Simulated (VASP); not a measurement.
# SnSe (Fm-3m) in VASP: settings compared

The runs below take SnSe through single point, with PBEsol, r2SCAN.

All numbers are computed with VASP 6.6.1; they aren't measurements. Logs are shortened: lines on timing, memory, paths and dates and some standing lists are left out, and cuts for length are marked.

**1. The crystal as given**

The structure is cubic, space group Fm-3m (No. 225). Conventional cell: a = 5.952 Å, b = 5.952 Å, c = 5.952 Å, α = 90.00°, β = 90.00°, γ = 90.00°. Around Sn (site symmetry m-3m) lie 6 Se at 2.98 Å. Around Se (site symmetry m-3m) lie 6 Sn at 2.98 Å.

Measurements of this composition are mostly on another form, of space group No. 62.

**2. Single point, PBEsol**

Input file INCAR:

```
ALGO = Normal
EDIFF = 1E-6
ENCUT = 900
GGA = PS
ISIF = 2
ISMEAR = 0
LASPH = True
LCHARG = True
LELF = True
LREAL = False
LVHAR = True
LWAVE = False
NBANDS = 17
NELM = 60
PREC = Accurate
SIGMA = 0.02
```

Input file KPOINTS:

```
k-points
0
Gamma
  10 10 10
```

Input file POSCAR:

```
SnSe
1.0
    0.0000000000      2.9758100000      2.9758100000
    2.9758100000      0.0000000000      2.9758100000
    2.9758100000      2.9758100000      0.0000000000
Sn Se
1 1
Direct
    0.0000000000      0.0000000000      0.0000000000
    0.5000000000      0.5000000000      0.5000000000
```

Potentials or basis: VASP PAW PBE potentials, release 64 (Sn_d, Se).

Run with:

```sh
cat potpaw_PBE.64/Sn_d/POTCAR potpaw_PBE.64/Se/POTCAR > POTCAR
mpirun -np 1 vasp_std > vasp.out
```

OUTCAR:

```text
EDIFF = 1E-6
   ENCUT = 900
   GGA = PS
   ISIF = 2
   ISMEAR = 0
   LASPH = True
   LREAL = False
   NELM = 60
   PREC = Accurate

 ion  position               nearest neighbor table
   1  0.000  0.000  0.000-   2 2.98   2 2.98   2 2.98   2 2.98   2 2.98   2 2.98
   2  0.500  0.500  0.500-   1 2.98   1 2.98   1 2.98   1 2.98   1 2.98   1 2.98

  LATTYP: Found a face centered cubic cell.
 ALAT       =     5.9516200000

  Lattice vectors:

 A1 = (   0.0000000000,   2.9758100000,   2.9758100000)
 A2 = (   2.9758100000,   0.0000000000,   2.9758100000)
 A3 = (   2.9758100000,   2.9758100000,   0.0000000000)

Analysis of symmetry for initial positions (statically):
=====================================================================
 Subroutine PRICEL returns:
 Original cell was already a primitive cell.

 Routine SETGRP: Setting up the symmetry group for a
 face centered cubic supercell.

 Subroutine GETGRP returns: Found 48 space group operations
 (whereof 48 operations were pure point group operations)
 out of a pool of 48 trial point group operations.

The static configuration has the point symmetry O_h .

Analysis of symmetry for dynamics (positions and initial velocities):
=====================================================================
 Subroutine PRICEL returns:
 Original cell was already a primitive cell.

 Routine SETGRP: Setting up the symmetry group for a
 face centered cubic supercell.

 Subroutine GETGRP returns: Found 48 space group operations
 (whereof 48 operations were pure point group operations)
 out of a pool of 48 trial point group operations.

The dynamic configuration has the point symmetry O_h .

 Subroutine INISYM returns: Found 48 space group operations
 (whereof 48 operations are pure point group operations),
 and found     1 'primitive' translations

----------------------------------------------------------------------------------------

                                     Primitive cell

  volume of cell :      52.7042

  direct lattice vectors                    reciprocal lattice vectors
     0.000000000  2.975810000  2.975810000    -0.168021480  0.168021480  0.168021480
     2.975810000  0.000000000  2.975810000     0.168021480 -0.168021480  0.168021480
     2.975810000  2.975810000  0.000000000     0.168021480  0.168021480 -0.168021480

  length of vectors
     4.208430861  4.208430861  4.208430861     0.291021740  0.291021740  0.291021740

  position of ions in fractional coordinates (direct lattice)
     0.000000000  0.000000000  0.000000000
     0.500000000  0.500000000  0.500000000

  ion indices of the primitive-cell ions
   primitive index   ion index
                 1           1
                 2           2

----------------------------------------------------------------------------------------

 KPOINTS: k-points

Automatic generation of k-mesh.
 Grid dimensions read from file:
 generate k-points for:   10   10   10

 Generating k-lattice:

  Cartesian coordinates                     Fractional coordinates (reciprocal lattice)
    -0.016802148  0.016802148  0.016802148     0.100000000  0.000000000  0.000000000
     0.016802148 -0.016802148  0.016802148     0.000000000  0.100000000  0.000000000
     0.016802148  0.016802148 -0.016802148     0.000000000  0.000000000  0.100000000

  Length of vectors
     0.029102174  0.029102174  0.029102174

  Shift w.r.t. Gamma in fractional coordinates (k-lattice)
     0.000000000  0.000000000  0.000000000

 Subroutine IBZKPT returns following result:
 ===========================================

 Found     47 irreducible k-points:

 Following reciprocal coordinates:
            Coordinates               Weight
  0.000000  0.000000  0.000000      1.000000
  0.100000  0.000000  0.000000      8.000000
  0.200000  0.000000  0.000000      8.000000
  0.300000  0.000000  0.000000      8.000000
  0.400000  0.000000  0.000000      8.000000
  0.500000  0.000000  0.000000      4.000000
[... 16 lines left out ...]
  0.300000  0.300000  0.000000      6.000000
  0.400000  0.300000  0.000000     24.000000
 [... further k-points ...]
   k-points           NKPTS =     47   k-points in BZ     NKDIM =     47   number of bands    NBANDS=     17
   number of dos      NEDOS =    301   number of ions     NIONS =      2
   total plane-waves  NPLWV =  74088
   dimension x,y,z NGX =    42 NGY =   42 NGZ =   42
   dimension x,y,z NGXF=    84 NGYF=   84 NGZF=   84
   ions per type =               1   1
   NGX,Y,Z   is equivalent  to a cutoff of  16.59, 16.59, 16.59 a.u.
   NGXF,Y,Z  is equivalent  to a cutoff of  33.18, 33.18, 33.18 a.u.
 SYSTEM =  unknown system
   PREC   = accura    normal or accurate (medium, high low for compatibility)
   ISTART =      0    job   : 0-new  1-cont  2-samecut
   ICHARG =      2    charge: 1-file 2-atom 10-const
   ISPIN  =      1    spin polarized calculation?
   LNONCOLLINEAR =      F non collinear calculations
   LSORBIT =      F    spin-orbit coupling
   LASPH  =      T    aspherical Exc in radial PAW
   ENCUT  =  900.0 eV  66.15 Ry    8.13 a.u.  10.29 10.29 10.29*2*pi/ulx,y,z
   NELM   =     60;   NELMIN=  2; NELMDL= -5     # of ELM steps
   EDIFF  = 0.1E-05   stopping-criterion for ELM
   LREAL  =      F    real-space projection
   EDIFFG = 0.1E-04   stopping-criterion for IOM
   NSW    =      0    number of steps for IOM
   IBRION =     -1    ionic relax: 0-MD 1-quasi-New 2-CG
   NFREE  =      0    steps in history (QN), initial steepest desc. (CG)
   ISIF   =      2    stress and relaxation
   ISYM   =      2    0-nonsym 1-usesym 2-fastsym
   POTIM  = 0.5000    time-step for ionic-motion
   TEBEG  =    0.0;   TEEND  =   0.0 temperature during run
   PSTRESS=    0.0 pullay stress
   NELECT =      20.0000    total number of electrons
   NUPDOWN=      -1.0000    fix difference up-down
   EMIN   =  10.00;   EMAX   =-10.00  energy-range for DOS
   EFERMI =   0.00;   METHOD = LEGACY
   ISMEAR =     0;   SIGMA  =   0.02  broadening in eV -4-tet -1-fermi 0-gaus
   EFERMI_NEDOS =   21; number of points for ismear=-14 and -15
   IALGO  =     38    algorithm
   IMIX   =      4    mixing-type and parameters
     AMIX     =   0.40;   BMIX     =  1.00
     AMIX_MAG =   1.60;   BMIX_MAG =  1.00
  volume/ion in A,a.u.               =      26.35       177.83
  Fermi-wavevector in a.u.,A,eV,Ry     =   1.185231  2.239762 19.113087  1.404772
  Thomas-Fermi vector in A             =   2.321429
   LORBIT       =      0    0 simple, 1 ext, 2 COOP (PROOUT), +10 PAW based schemes
   GGA     = PS    functional components
   LHFCALC =     F    Hartree Fock is set to
   AEXX    =    0.0000 exact exchange contribution
   IVDW    =     0    specifies the selected vdW correction
   LEPSILON=     F    determine dielectric tensor
   LRPA    =     F    only Hartree local field effects (RPA)
 non-spin polarized calculation
 Gauss-broadening in eV      SIGMA  =   0.02
  energy-cutoff  :      900.00
  volume of cell :       52.70
 maximum number of plane-waves:      3263
 NGX is ok and might be reduce to    42
   NGX = 21   NGY = 21   NGZ = 21

 number of electron      19.9999998 magnetization

 Free energy of the ion-electron system (eV)
  ---------------------------------------------------
  ext. energy  EPLUGINS =         0.00000000
  ---------------------------------------------------
  free energy    TOTEN  =        -8.97821463 eV

  energy without entropy =       -8.97821463  energy(sigma->0) =       -8.97821463

 E-fermi :   5.9213     XC(G=0):  -9.9299

 val. band max:        5.7927924052   @ k =  -0.2000   0.2000   0.0000
 cond. band min:       6.2699838405   @ k =  -0.4000   0.1000   0.0000
 fundamental gap:      0.4771914352
 Fermi energy:         5.9212998109

 k-point     1 :       0.0000    0.0000    0.0000
  band No.  band energies     occupation
      1     -15.6500      2.00000
      2     -15.6500      2.00000
      3     -15.6493      2.00000
      4     -15.6493      2.00000
      5     -15.6493      2.00000
      6      -8.2842      2.00000
[... 9 lines left out ...]
     16      11.5917      0.00000
     17      13.8394      0.00000

 k-point     2 :       0.1000    0.0000    0.0000
  band No.  band energies     occupation
      1     -15.6508      2.00000
      2     -15.6508      2.00000
      3     -15.6490      2.00000
      4     -15.6479      2.00000
      5     -15.6479      2.00000
      6      -8.2085      2.00000
[... 9 lines left out ...]
     16      11.8488      0.00000
     17      14.7009      0.00000

 k-point     3 :       0.2000    0.0000    0.0000
  band No.  band energies     occupation
      1     -15.6532      2.00000
      2     -15.6532      2.00000
      3     -15.6483      2.00000
      4     -15.6441      2.00000
      5     -15.6441      2.00000
      6      -7.9948      2.00000
[... 9 lines left out ...]
     16      12.5024      0.00000
     17      16.3479      0.00000

 k-point     4 :       0.3000    0.0000    0.0000
  band No.  band energies     occupation
      1     -15.6562      2.00000
      2     -15.6562      2.00000
      3     -15.6475      2.00000
      4     -15.6394      2.00000
      5     -15.6394      2.00000
      6      -7.6900      2.00000
[... 9 lines left out ...]
     16      13.5119      0.00000
     17      17.8798      0.00000

 k-point     5 :       0.4000    0.0000    0.0000
  band No.  band energies     occupation
      1     -15.6586      2.00000
      2     -15.6586      2.00000
      3     -15.6469      2.00000
      4     -15.6355      2.00000
      5     -15.6355      2.00000
      6      -7.3952      2.00000
[... 9 lines left out ...]
     16      14.8328      0.00000
     17      17.0236      0.00000

 k-point     6 :       0.5000    0.0000    0.0000
  band No.  band energies     occupation
      1     -15.6596      2.00000
      2     -15.6596      2.00000
      3     -15.6466      2.00000
      4     -15.6341      2.00000
      5     -15.6341      2.00000
      6      -7.2660      2.00000
[... 9 lines left out ...]
     16      16.0494      0.00000
     17      16.0494      0.00000

 k-point     7 :       0.1000    0.1000    0.0000
  band No.  band energies     occupation
      1     -15.6523      2.00000
      2     -15.6501      2.00000
      3     -15.6491      2.00000
      4     -15.6474      2.00000
      5     -15.6474      2.00000
      6      -8.1832      2.00000
[... 9 lines left out ...]
     16      12.3399      0.00000
     17      14.1373      0.00000

 k-point     8 :       0.2000    0.1000    0.0000
  band No.  band energies     occupation
      1     -15.6551      2.00000
      2     -15.6501      2.00000
      3     -15.6500      2.00000
      4     -15.6449      2.00000
      5     -15.6437      2.00000
      6      -8.0150      2.00000
[... 9 lines left out ...]
     16      13.0424      0.00000
     17      15.0222      0.00000
[... 203 lines left out ...]
      1     -15.6672      2.00000
      2     -15.6526      2.00000
      3     -15.6467      2.00000
      4     -15.6370      2.00000
      5     -15.6327      2.00000
      6      -7.1694      2.00000
[... 9 lines left out ...]
     16      16.3247      0.00000
     17      16.8707      0.00000

 k-point    20 :      -0.4000    0.2000    0.0000
  band No.  band energies     occupation
      1     -15.6651      2.00000
      2     -15.6546      2.00000
      3     -15.6438      2.00000
      4     -15.6378      2.00000
      5     -15.6343      2.00000
      6      -7.1366      2.00000
[... 9 lines left out ...]
     16      14.8196      0.00000
     17      17.6959      0.00000

 k-point    21 :      -0.3000    0.2000    0.0000
  band No.  band energies     occupation
      1     -15.6612      2.00000
      2     -15.6556      2.00000
      3     -15.6441      2.00000
      4     -15.6379      2.00000
      5     -15.6376      2.00000
      6      -7.3112      2.00000
[... 9 lines left out ...]
     16      15.1624      0.00000
     17      16.7037      0.00000

 k-point    22 :      -0.2000    0.2000    0.0000
  band No.  band energies     occupation
      1     -15.6570      2.00000
      2     -15.6555      2.00000
      3     -15.6464      2.00000
      4     -15.6417      2.00000
      5     -15.6379      2.00000
      6      -7.5869      2.00000
[... 9 lines left out ...]
     16      15.2851      0.00000
     17      15.6837      0.00000

 k-point    23 :       0.3000    0.3000    0.0000
  band No.  band energies     occupation
      1     -15.6703      2.00000
      2     -15.6545      2.00000
      3     -15.6441      2.00000
      4     -15.6358      2.00000
      5     -15.6358      2.00000
      6      -7.4928      2.00000
[... 9 lines left out ...]
     16      16.0696      0.00000
     17      16.0775      0.00000

 k-point    24 :       0.4000    0.3000    0.0000
  band No.  band energies     occupation
      1     -15.6746      2.00000
      2     -15.6543      2.00000
      3     -15.6444      2.00000
      4     -15.6335      2.00000
      5     -15.6326      2.00000
      6      -7.2665      2.00000
[... 9 lines left out ...]
     16      16.5795      0.00000
     17      17.2759      0.00000

 [... further k-points ...]

------------------------ aborting loop because EDIFF is reached ----------------------------------------

  FORCE on cell =-STRESS in cart. coord.  units (eV):
  Direction    XX          YY          ZZ          XY          YZ          ZX
  --------------------------------------------------------------------------------------
  -------------------------------------------------------------------------------------
  Total       -0.0027460     -0.0027460     -0.0027460     -0.0000000     -0.0000000      0.0000000
  in kB       -0.0834767     -0.0834767     -0.0834767     -0.0000000     -0.0000000      0.0000000
  external PRESSURE =      -0.0834767 kB  Pullay stress =       0.0000000 kB

 VOLUME and BASIS-vectors are now :
 -----------------------------------------------------------------------------
  energy-cutoff  :      900.00
  volume of cell :       52.70
      direct lattice vectors                 reciprocal lattice vectors
     0.000000000  2.975810000  2.975810000    -0.168021480  0.168021480  0.168021480
     2.975810000  0.000000000  2.975810000     0.168021480 -0.168021480  0.168021480
     2.975810000  2.975810000  0.000000000     0.168021480  0.168021480 -0.168021480

 POSITION                                       TOTAL-FORCE (eV/Angst)
 -----------------------------------------------------------------------------------
      0.00000      0.00000      0.00000         0.000000     -0.000000      0.000000
      2.97581      2.97581      2.97581         0.000000      0.000000      0.000000
 -----------------------------------------------------------------------------------
    total drift:                               -0.000000     -0.000000     -0.000000

  FREE ENERGIE OF THE ION-ELECTRON SYSTEM (eV)
  ---------------------------------------------------
  free  energy   TOTEN  =        -8.9782146326 eV

  energy  without entropy=       -8.9782146326  energy(sigma->0) =       -8.97821463
```

Run time: 55 s. Hardware: 1 thread of AMD EPYC 9R45 (Zen 5), shared host; peak memory 0.27 GiB.

Results:

| Item | Value |
| --- | --- |
| Free energy | -8.9782 eV |
| Pressure | 0.0 GPa |
| Band gap on the k mesh | 0.48 eV, indirect (least direct gap 0.58 eV) |

Caveat: the PAW data sets were made with another functional, which shifts forces and pressure a little; spin-orbit coupling is left out, which moves the levels of the heavy elements. A k mesh can miss the band edges.

(Part 1 of 2 ends here.)
